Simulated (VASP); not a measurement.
# BN, energy difference of two geometries: which settings are enough?

BN, F-43m (no. 216), 2 atoms in the cell. RSCAN, energy difference of two geometries; PAW potentials N, B (PBE set). VASP 6.6.1.

Wanted: energy difference within 0.5 meV/atom.

What the run is for: energy difference; Accuracy asked: standard; Second geometry: volume scaled by 1.04.

The series start from Plane-wave cutoff (eV): 520; k-point mesh: 11 × 11 × 11; Precision mode (PREC): Accurate; Electronic threshold (eV): 1e-6; Aspherical gradient terms in the spheres (LASPH): yes; Electronic algorithm: ALGO=Normal. Each series keeps the choices made before it, and each single choice may use up half of a tolerance. Times cover all steps of a run.

## Plane-wave cutoff (eV)

| Plane-wave cutoff (eV) | Energy difference (meV/atom) | Time (s) |
|---|---|---|
| 320 | 23.79 | 14 |
| 400 | 18.13 | 28 |
| 460 | 20.02 | 31 |
| 520 | 19.93 | 30 |
| 600 | 19.97 | 31 |
| 700 | 20.02 | 33 |
| 840 (reference) | 19.95 | 47 |

## k-point mesh

| k-point mesh | Energy difference (meV/atom) | Time (s) |
|---|---|---|
| 4 × 4 × 4 | 17.95 | 9.4 |
| 5 × 5 × 5 | 19.93 | 12 |
| 6 × 6 × 6 | 19.65 | 13 |
| 7 × 7 × 7 | 19.85 | 16 |
| 8 × 8 × 8 | 19.97 | 17 |
| 11 × 11 × 11 | 20.02 | 31 |
| 13 × 13 × 13 | 19.95 | 34 |
| 16 × 16 × 16 | 19.95 | 52 |
| 21 × 21 × 21 (reference) | 19.92 | 100 |

## Precision mode (PREC)

| Precision mode (PREC) | Energy difference (meV/atom) | Time (s) |
|---|---|---|
| SingleN | 19.78 | 8.6 |
| Normal | 19.78 | 9.0 |
| Single | 19.87 | 13 |
| Accurate (reference) | 19.85 | 16 |

## Electronic threshold (eV)

| Electronic threshold (eV) | Energy difference (meV/atom) | Time (s) |
|---|---|---|
| 0.001 | 19.78 | 6.0 |
| 0.0001 | 19.77 | 6.4 |
| 1e-5 | 19.78 | 7.1 |
| 1e-6 | 19.78 | 8.6 |
| 1e-7 (reference) | 19.78 | 8.4 |

## Aspherical gradient terms in the spheres (LASPH)

| Aspherical gradient terms in the spheres (LASPH) | Energy difference (meV/atom) | Time (s) |
|---|---|---|
| no | 19.78 | 2.8 |
| yes (reference) | 19.78 | 6.0 |

## Electronic algorithm

| Electronic algorithm | Energy difference (meV/atom) | Time (s) |
|---|---|---|
| ALGO=Normal | 19.78 | 2.8 |
| ALGO=Fast | 20.06 | 2.8 |
| ALGO=VeryFast | 19.78 | 3.8 |
| ALGO=All ISEARCH=1 | 19.78 | 2.6 |
| ALGO=All ISEARCH=0 | 19.78 | 2.8 |
| ALGO=Damped TIME=0.4 | 19.78 | 3.1 |
| ALGO=Damped TIME=0.1 | 19.78 | 3.8 |
| ALGO=Old Fast | 19.78 | 3.1 |

## Question

The rows run from the loosest to the tightest (no order: electronic algorithm). For each series: choose the loosest value from which every tighter one stays within half of the tolerance; where there is no order, keep the first row unless others stay within half of the tolerance and take at least 30 % less time, and then take the fastest.

## Answer

- Plane-wave cutoff (eV): 460
- k-point mesh: 7 × 7 × 7
- Precision mode (PREC): SingleN
- Electronic threshold (eV): 0.001
- Aspherical gradient terms in the spheres (LASPH): no
- Electronic algorithm: ALGO=Normal

## All choices together

| Input | Energy difference (meV/atom) | Time (s) |
|---|---|---|
| the program's defaults (naive) | 18.70 | 2.6 |
| chosen settings | 19.78 | 2.8 |
| reference settings throughout | 19.95 | 208 |

The tolerance is met.

## The input

INCAR:
```
SYSTEM = BN
METAGGA = RSCAN
ISMEAR = 0
SIGMA = 0.03
LWAVE = .FALSE.
LCHARG = .FALSE.
ISIF = 2
PREC = SingleN
LASPH = .FALSE.
LREAL = .FALSE.
ALGO = Normal
EDIFF = 0.001
NELM = 120
GGA_COMPAT = .FALSE.
ENCUT = 460
EFERMI = MIDGAP
LMIXTAU = .TRUE.
```

KPOINTS:
```
Automatic mesh
0
Gamma
  7 7 7
  0 0 0
```

POSCAR.step1:
```
BN
1.0
    0.0000000000      1.8130010000      1.8130010000
    1.8130010000      0.0000000000      1.8130010000
    1.8130010000      1.8130010000      0.0000000000
N B
1 1
Direct
    0.2500000000      0.2500000000      0.2500000000
    0.0000000000      0.0000000000      0.0000000000
```

POSCAR.step2:
```
BN
1.0
    0.0000000000      1.8368590123      1.8368590123
    1.8368590123      0.0000000000      1.8368590123
    1.8368590123      1.8368590123      0.0000000000
N B
1 1
Direct
    0.2500000000      0.2500000000      0.2500000000
    0.0000000000      0.0000000000      0.0000000000
```

Commands (each step's output is kept before the next begins):
```
cat potpaw_PBE.64/N/POTCAR potpaw_PBE.64/B/POTCAR > POTCAR
cp POSCAR.step1 POSCAR
mpirun -np 1 vasp_std > vasp.out
cp POSCAR.step2 POSCAR
mpirun -np 1 vasp_std > vasp.out
```

The chosen input took VASP 6.6.1 2.8 s on 1 core (Intel Xeon 6975P-C (Granite Rapids)), a shared host.

## An input that fails: damping step far too long

The electronic loop stops at its limit of 82 steps.

Changes against the starting input:
```
- ALGO = Normal
- NELM = 120
+ ALGO = Damped
+ NELM = 82
+ TIME = 2.0
```
